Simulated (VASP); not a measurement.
# Mo (Im-3m) in VASP: notebook

One crystal, Mo, is run at these levels: LDA; tasks: single point.

All numbers are computed with VASP 6.6.1; they aren't measurements. Logs are shortened: lines on timing, memory, paths and dates and some standing lists are left out, and cuts for length are marked.

## (1) The undisturbed crystal

Symmetry: Im-3m, No. 229, cubic system. The conventional cell has a = 3.168 Å, b = 3.168 Å, c = 3.168 Å, α = 90.00°, β = 90.00°, γ = 90.00°. Mo (site symmetry m-3m) has 8 Mo at 2.74 Å as nearest neighbours.

## (2) Single point, LDA (grid = ENCUT=400 dk=0.45 cell=3x3x2 ISMEAR=1 SIGMA=0.1 LREAL=Auto EDIFF=1e-06)

INCAR reads:

```
SYSTEM = Mo
ALGO = Fast
EDIFF = 1E-6
ENCUT = 400
ISIF = 2
ISMEAR = 1
LASPH = .TRUE.
LCHARG = .FALSE.
LREAL = Auto
LWAVE = .FALSE.
NBANDS = 136
NELM = 120
PREC = Accurate
SIGMA = 0.1
```

KPOINTS reads:

```
k-points
0
G
  3 3 4
  0 0 0
```

POSCAR reads:

```
Mo
1.0
   -4.7514269157      4.7514269157      4.7514269157
    4.7514269157     -4.7514269157      4.7514269157
    3.1676179438      3.1676179438     -3.1676179438
Mo
17
Direct
    0.0000000000      0.0000000000      0.5000000000
    0.0000000000      0.3333333333      0.0000000000
    0.0000000000      0.3333333333      0.5000000000
    0.0000000000      0.6666666667      0.0000000000
    0.0000000000      0.6666666667      0.5000000000
    0.3333333333      0.0000000000      0.0000000000
    0.3333333333      0.0000000000      0.5000000000
    0.3333333333      0.3333333333      0.0000000000
    0.3333333333      0.3333333333      0.5000000000
    0.3333333333      0.6666666667      0.0000000000
    0.3333333333      0.6666666667      0.5000000000
    0.6666666667      0.0000000000      0.0000000000
    0.6666666667      0.0000000000      0.5000000000
    0.6666666667      0.3333333333      0.0000000000
    0.6666666667      0.3333333333      0.5000000000
    0.6666666667      0.6666666667      0.0000000000
    0.6666666667      0.6666666667      0.5000000000
```

Potentials or basis: VASP PAW LDA potentials, release 64 (Mo_sv).

Run with:

```console
$ cat potpaw_LDA.64/Mo_sv/POTCAR > POTCAR
$ mpirun -np 1 vasp_std > vasp.out
```

OUTCAR:

```text
SYSTEM = Mo
   EDIFF = 1E-6
   ENCUT = 400
   ISIF = 2
   ISMEAR = 1
   LASPH = .TRUE.
   LREAL = Auto
   NELM = 120
   PREC = Accurate

 Found     14 irreducible k-points:

 Following reciprocal coordinates:
            Coordinates               Weight
  0.000000  0.000000  0.000000      1.000000
  0.333333  0.000000  0.000000      4.000000
  0.333333  0.333333  0.000000      2.000000
 -0.333333  0.333333  0.000000      2.000000
  0.000000  0.000000  0.250000      2.000000
  0.333333  0.000000  0.250000      4.000000
   k-points           NKPTS =     14   k-points in BZ     NKDIM =     14   number of bands    NBANDS=    136
   number of dos      NEDOS =    301   number of ions     NIONS =     17
   total plane-waves  NPLWV = 104976
   dimension x,y,z NGX =    54 NGY =   54 NGZ =   36
   dimension x,y,z NGXF=   108 NGYF=  108 NGZF=   72
   ions per type =              17
   NGX,Y,Z   is equivalent  to a cutoff of  10.91, 10.91, 10.91 a.u.
   NGXF,Y,Z  is equivalent  to a cutoff of  21.82, 21.82, 21.82 a.u.
 SYSTEM =  Mo
   PREC   = accura    normal or accurate (medium, high low for compatibility)
   ISTART =      0    job   : 0-new  1-cont  2-samecut
   ICHARG =      2    charge: 1-file 2-atom 10-const
   ISPIN  =      1    spin polarized calculation?
   LNONCOLLINEAR =      F non collinear calculations
   LSORBIT =      F    spin-orbit coupling
   LASPH  =      T    aspherical Exc in radial PAW
   ENCUT  =  400.0 eV  29.40 Ry    5.42 a.u.  13.42 13.42  8.95*2*pi/ulx,y,z
   NELM   =    120;   NELMIN=  2; NELMDL= -5     # of ELM steps
   EDIFF  = 0.1E-05   stopping-criterion for ELM
   LREAL  =      T    real-space projection
   EDIFFG = 0.1E-04   stopping-criterion for IOM
   NSW    =      0    number of steps for IOM
   IBRION =     -1    ionic relax: 0-MD 1-quasi-New 2-CG
   NFREE  =      0    steps in history (QN), initial steepest desc. (CG)
   ISIF   =      2    stress and relaxation
   ISYM   =      2    0-nonsym 1-usesym 2-fastsym
   POTIM  = 0.5000    time-step for ionic-motion
   TEBEG  =    0.0;   TEEND  =   0.0 temperature during run
   PSTRESS=    0.0 pullay stress
   NELECT =     238.0000    total number of electrons
   NUPDOWN=      -1.0000    fix difference up-down
   EMIN   =  10.00;   EMAX   =-10.00  energy-range for DOS
   EFERMI =   0.00;   METHOD = LEGACY
   ISMEAR =     1;   SIGMA  =   0.10  broadening in eV -4-tet -1-fermi 0-gaus
   EFERMI_NEDOS =   21; number of points for ismear=-14 and -15
   IALGO  =     68    algorithm
   IMIX   =      4    mixing-type and parameters
     AMIX     =   0.40;   BMIX     =  1.00
     AMIX_MAG =   1.60;   BMIX_MAG =  1.00
  volume/ion in A,a.u.               =      16.83       113.55
  Fermi-wavevector in a.u.,A,eV,Ry     =   1.539762  2.909728 32.257592  2.370866
  Thomas-Fermi vector in A             =   2.645944
   LORBIT       =      0    0 simple, 1 ext, 2 COOP (PROOUT), +10 PAW based schemes
   GGA     = CA    functional components
   LHFCALC =     F    Hartree Fock is set to
   AEXX    =    0.0000 exact exchange contribution
   IVDW    =     0    specifies the selected vdW correction
   LEPSILON=     F    determine dielectric tensor
   LRPA    =     F    only Hartree local field effects (RPA)
 non-spin polarized calculation
 RMM-DIIS sequential band-by-band and
 Methfessel and Paxton  Order N= 1 SIGMA  =   0.10
  energy-cutoff  :      400.00
  volume of cell :      286.05
 maximum number of plane-waves:      5232
 NGX is ok and might be reduce to    54
   NGX = 27   NGY = 27   NGZ = 17

 number of electron     238.0000095 magnetization

 Free energy of the ion-electron system (eV)
  ---------------------------------------------------
  ext. energy  EPLUGINS =         0.00000000
  ---------------------------------------------------
  free energy    TOTEN  =      -201.88544882 eV

  energy without entropy =     -201.88543650  energy(sigma->0) =     -201.88544471

 E-fermi :  11.1193     XC(G=0): -13.1208

 val. band max:       11.1057887348   @ k =  -0.3333   0.3333   0.0000
 cond. band min:      11.1209416121   @ k =   0.3333   0.0000   0.5000
 fundamental gap:      0.0151528773
 Fermi energy:        11.1193002993

 k-point     1 :       0.0000    0.0000    0.0000
  band No.  band energies     occupation
      1     -49.6571      2.00000
      2     -49.5499      2.00000
      3     -49.4638      2.00000
      4     -49.4604      2.00000
      5     -49.4542      2.00000
      6     -49.4469      2.00000
[... 123 lines left out ...]
    130      12.7992     -0.00000
    131      12.8141     -0.00000

 k-point     2 :       0.3333    0.0000    0.0000
  band No.  band energies     occupation
      1     -49.6349      2.00000
      2     -49.5746      2.00000
      3     -49.4929      2.00000
      4     -49.4693      2.00000
      5     -49.4642      2.00000
      6     -49.4538      2.00000
[... 123 lines left out ...]
    130      12.6979     -0.00000
    131      12.7419     -0.00000

 k-point     3 :       0.3333    0.3333    0.0000
  band No.  band energies     occupation
      1     -49.6054      2.00000
      2     -49.6019      2.00000
      3     -49.5193      2.00000
      4     -49.4680      2.00000
      5     -49.4503      2.00000
      6     -49.4484      2.00000
[... 123 lines left out ...]
    130      12.3116     -0.00000
    131      12.3912     -0.00000

 k-point     4 :      -0.3333    0.3333    0.0000
  band No.  band energies     occupation
      1     -49.6340      2.00000
      2     -49.5763      2.00000
      3     -49.4920      2.00000
      4     -49.4707      2.00000
      5     -49.4694      2.00000
      6     -49.4446      2.00000
[... 123 lines left out ...]
    130      12.5112     -0.00000
    131      12.6817     -0.00000

 k-point     5 :       0.0000    0.0000    0.2500
  band No.  band energies     occupation
      1     -49.6252      2.00000
      2     -49.5449      2.00000
      3     -49.4868      2.00000
      4     -49.4852      2.00000
      5     -49.4708      2.00000
      6     -49.4383      2.00000
[... 123 lines left out ...]
    130      12.5615     -0.00000
    131      12.7313     -0.00000

 k-point     6 :       0.3333    0.0000    0.2500
  band No.  band energies     occupation
      1     -49.5983      2.00000
      2     -49.5738      2.00000
      3     -49.5029      2.00000
      4     -49.4862      2.00000
      5     -49.4712      2.00000
      6     -49.4428      2.00000
[... 123 lines left out ...]
    130      12.4680     -0.00000
    131      12.5889     -0.00000

 [... further k-points ...]

 [bands above 131 left out]

------------------------ aborting loop because EDIFF is reached ----------------------------------------

  FORCE on cell =-STRESS in cart. coord.  units (eV):
  Direction    XX          YY          ZZ          XY          YZ          ZX
  --------------------------------------------------------------------------------------
  -------------------------------------------------------------------------------------
  Total      -30.9000663    -30.9000663    -29.8490420      0.1433189     -0.2338452     -0.2338456
  in kB     -173.0729117   -173.0729117   -167.1860692      0.8027366     -1.3097794     -1.3097818
  external PRESSURE =    -171.1106308 kB  Pullay stress =       0.0000000 kB

 VOLUME and BASIS-vectors are now :
 -----------------------------------------------------------------------------
  energy-cutoff  :      400.00
  volume of cell :      286.05
      direct lattice vectors                 reciprocal lattice vectors
    -4.751426916  4.751426916  4.751426916     0.000000000  0.105231546  0.105231546
     4.751426916 -4.751426916  4.751426916     0.105231546  0.000000000  0.105231546
     3.167617944  3.167617944 -3.167617944     0.157847319  0.157847319  0.000000000

 POSITION                                       TOTAL-FORCE (eV/Angst)
 -----------------------------------------------------------------------------------
      1.58381      1.58381     -1.58381        -0.000000      0.000000      0.000000
      1.58381     -1.58381      1.58381         0.141858     -0.074772      0.103460
      3.16762      0.00000     -0.00000        -0.413307      0.014710     -0.024996
      3.16762     -3.16762      3.16762        -0.141858      0.074772     -0.103460
      4.75143     -1.58381      1.58381         0.413307     -0.014710      0.024996
     -1.58381      1.58381      1.58381        -0.074772      0.141858      0.103460
[... 9 lines left out ...]
      0.00000      0.00000      6.33524        -0.053403     -0.053403      0.206429
      1.58381      1.58381      4.75143         0.056546      0.056546      0.029540
 -----------------------------------------------------------------------------------
    total drift:                                0.000000     -0.000000      0.000000

  FREE ENERGIE OF THE ION-ELECTRON SYSTEM (eV)
  ---------------------------------------------------
  free  energy   TOTEN  =      -201.8854488210 eV

  energy  without entropy=     -201.8854365008  energy(sigma->0) =     -201.88544471
```

It took 8.6 min on 1 thread of Intel Xeon 6975P-C (Granite Rapids), shared host; peak memory 0.38 GiB.

The run converged, but some of its settings lie outside the range that counts as converged, so its numbers aren't taken as properties of the crystal.

What came out:

```yaml
Free_energy: -201.8854 eV
Pressure: -17.1 GPa
Largest_force: 0.414 eV/Å
Band_gap_on_the_k_mesh: none (metal or under the smearing width)
```

## (3) Single point, LDA (grid = ENCUT=340 dk=0.35 cell=3x3x2 ISMEAR=1 SIGMA=0.1 LREAL=Auto EDIFF=1e-06)

INCAR: that of step 2 with these lines changed.

```diff
@@ -3,3 +3,3 @@
 EDIFF = 1E-6
-ENCUT = 400
+ENCUT = 340
 ISIF = 2
```

KPOINTS reads:

```
k-points
0
G
  3 3 5
  0 0 0
```

POSCAR is that of step 2.

Potentials or basis: VASP PAW LDA potentials, release 64 (Mo_sv).

Run with:

```console
$ cat potpaw_LDA.64/Mo_sv/POTCAR > POTCAR
$ mpirun -np 1 vasp_std > vasp.out
```

OUTCAR:

```text
SYSTEM = Mo
   EDIFF = 1E-6
   ENCUT = 340
   ISIF = 2
   ISMEAR = 1
   LASPH = .TRUE.
   LREAL = Auto
   NELM = 120
   PREC = Accurate

 Found     16 irreducible k-points:

 Following reciprocal coordinates:
            Coordinates               Weight
  0.000000  0.000000  0.000000      1.000000
  0.333333  0.000000  0.000000      4.000000
  0.333333  0.333333  0.000000      2.000000
 -0.333333  0.333333  0.000000      2.000000
  0.000000  0.000000  0.200000      2.000000
  0.333333 -0.000000  0.200000      4.000000
   k-points           NKPTS =     16   k-points in BZ     NKDIM =     16   number of bands    NBANDS=    136
   number of dos      NEDOS =    301   number of ions     NIONS =     17
   total plane-waves  NPLWV =  90000
   dimension x,y,z NGX =    50 NGY =   50 NGZ =   36
   dimension x,y,z NGXF=   100 NGYF=  100 NGZF=   72
   ions per type =              17
   NGX,Y,Z   is equivalent  to a cutoff of  10.10, 10.10, 10.91 a.u.
   NGXF,Y,Z  is equivalent  to a cutoff of  20.20, 20.20, 21.82 a.u.
 SYSTEM =  Mo
   PREC   = accura    normal or accurate (medium, high low for compatibility)
   ISTART =      0    job   : 0-new  1-cont  2-samecut
[... 67 lines left out ...]
      1     -49.6628      2.00000
      2     -49.5617      2.00000
      3     -49.4750      2.00000
      4     -49.4665      2.00000
      5     -49.4564      2.00000
      6     -49.4439      2.00000
[... 793 lines left out ...]
    130      12.5181     -0.00000
    131      12.6693     -0.00000

 [... further k-points ...]

 [bands above 131 left out]

------------------------ aborting loop because EDIFF is reached ----------------------------------------

  FORCE on cell =-STRESS in cart. coord.  units (eV):
  Direction    XX          YY          ZZ          XY          YZ          ZX
  --------------------------------------------------------------------------------------
  -------------------------------------------------------------------------------------
  Total      -31.5096719    -31.5096719    -31.2127880     -0.4826152     -0.2077118     -0.2077122
  in kB     -176.4873454   -176.4873454   -174.8244828     -2.7031534     -1.1634049     -1.1634070
  external PRESSURE =    -175.9330579 kB  Pullay stress =       0.0000000 kB

 VOLUME and BASIS-vectors are now :
 -----------------------------------------------------------------------------
  energy-cutoff  :      340.00
  volume of cell :      286.05
      direct lattice vectors                 reciprocal lattice vectors
    -4.751426916  4.751426916  4.751426916     0.000000000  0.105231546  0.105231546
     4.751426916 -4.751426916  4.751426916     0.105231546  0.000000000  0.105231546
     3.167617944  3.167617944 -3.167617944     0.157847319  0.157847319  0.000000000

 POSITION                                       TOTAL-FORCE (eV/Angst)
 -----------------------------------------------------------------------------------
      1.58381      1.58381     -1.58381         0.000000      0.000000      0.000000
      1.58381     -1.58381      1.58381         0.080024     -0.037503      0.109549
      3.16762      0.00000     -0.00000        -0.414931      0.062561     -0.038817
      3.16762     -3.16762      3.16762        -0.080024      0.037503     -0.109549
      4.75143     -1.58381      1.58381         0.414931     -0.062561      0.038817
     -1.58381      1.58381      1.58381        -0.037503      0.080024      0.109549
[... 9 lines left out ...]
      0.00000      0.00000      6.33524        -0.025643     -0.025643      0.219582
      1.58381      1.58381      4.75143         0.003765      0.003765      0.097887
 -----------------------------------------------------------------------------------
    total drift:                               -0.000000     -0.000000      0.000000

  FREE ENERGIE OF THE ION-ELECTRON SYSTEM (eV)
  ---------------------------------------------------
  free  energy   TOTEN  =      -202.0411597341 eV

  energy  without entropy=     -202.0428130260  energy(sigma->0) =     -202.04171083
```

OSZICAR:

```text
N       E                     dE             d eps       ncg     rms          rms(c)
DAV:   1     0.265516197705E+04    0.26552E+04   -0.11900E+05  4584   0.135E+03
DAV:   2    -0.699163168155E+02   -0.27251E+04   -0.26654E+04  4528   0.518E+02
DAV:   3    -0.208956791203E+03   -0.13904E+03   -0.13308E+03  5880   0.978E+01
[... 11 lines left out ...]
RMM:  15    -0.202041145232E+03   -0.23023E-04   -0.26595E-04  5778   0.180E-02    0.108E-02
RMM:  16    -0.202041154031E+03   -0.87992E-05   -0.10438E-04  4802   0.934E-03    0.617E-03
RMM:  17    -0.202041157430E+03   -0.33983E-05   -0.42448E-05  4401   0.594E-03    0.304E-03
RMM:  18    -0.202041159035E+03   -0.16056E-05   -0.16760E-05  3417   0.276E-03    0.208E-03
RMM:  19    -0.202041159734E+03   -0.69891E-06   -0.73987E-06  2913   0.172E-03
   1 F= -.20204116E+03 E0= -.20204171E+03  d E =0.165329E-02
```

stdout:

```text
POSCAR found type information on POSCAR Mo
 POSCAR found :  1 types and      17 ions
 scaLAPACK will be used
 LDA part: xc-table for (Slater(with rela. corr.)+CA(PZ))
 , standard interpolation
 -----------------------------------------------------------------------------
|                                                                             |
|           W    W    AA    RRRRR   N    N  II  N    N   GGGG   !!!           |
|           W    W   A  A   R    R  NN   N  II  NN   N  G    G  !!!           |
|           W    W  A    A  R    R  N N  N  II  N N  N  G       !!!           |
|           W WW W  AAAAAA  RRRRR   N  N N  II  N  N N  G  GGG   !            |
|           WW  WW  A    A  R   R   N   NN  II  N   NN  G    G                |
|           W    W  A    A  R    R  N    N  II  N    N   GGGG   !!!           |
|                                                                             |
|     Your reciprocal lattice and k-lattice belong to different lattice       |
|     classes:                                                                |
|                                                                             |
|        The reciprocal lattice is face-centered orthorhombic,                |
|        whereas your k-lattice is base-centered monoclinic.                  |
|                                                                             |
|     Results are often still useful ...                                      |
|                                                                             |
 -----------------------------------------------------------------------------

 POSCAR, INCAR and KPOINTS ok, starting setup
 FFT: planning ... GRIDC
 FFT: planning ... GRID_SOFT
 FFT: planning ... GRID
 WAVECAR not read
 entering main loop
```

It took 8 min on 1 thread of Intel Xeon 6975P-C (Granite Rapids), shared host; peak memory 0.35 GiB.

The run converged, but some of its settings lie outside the range that counts as converged, so its numbers aren't taken as properties of the crystal.

Results:

```yaml
Free_energy: -202.0412 eV
Pressure: -17.6 GPa
Largest_force: 0.421 eV/Å
Band_gap_on_the_k_mesh: none (metal or under the smearing width)
```

## (4) Single point, LDA (grid = ENCUT=400 dk=0.35 cell=3x3x2 ISMEAR=1 SIGMA=0.1 LREAL=Auto EDIFF=1e-06)

INCAR: that of step 3 with these lines changed.

```diff
@@ -3,3 +3,3 @@
 EDIFF = 1E-6
-ENCUT = 340
+ENCUT = 400
 ISIF = 2
```

KPOINTS is that of step 3.

POSCAR is that of step 3.

Run with:

```console
$ cat potpaw_LDA.64/Mo_sv/POTCAR > POTCAR
$ mpirun -np 1 vasp_std > vasp.out
```

It took 8.8 min on 1 thread of Intel Xeon 6975P-C (Granite Rapids), shared host; peak memory 0.4 GiB.

The run converged, but some of its settings lie outside the range that counts as converged, so its numbers aren't taken as properties of the crystal.

Results:

* Free energy: -202.0260 eV
* Pressure: -17.0 GPa
* Largest force: 0.419 eV/Å
* Band gap on the k mesh: none (metal or under the smearing width)

## (5) For comparison

An earlier run on the cell as given: functional PBE; potentials or basis VASP PAW PBE potentials, release 64 (Mo_sv); cutoff 520 eV; k mesh 12 × 12 × 12; occupations fermi-dirac, width 0.05 eV; no spin polarisation.

* Pressure: -1.4 GPa
* Band gap on the k mesh: none (metal or under the smearing width)
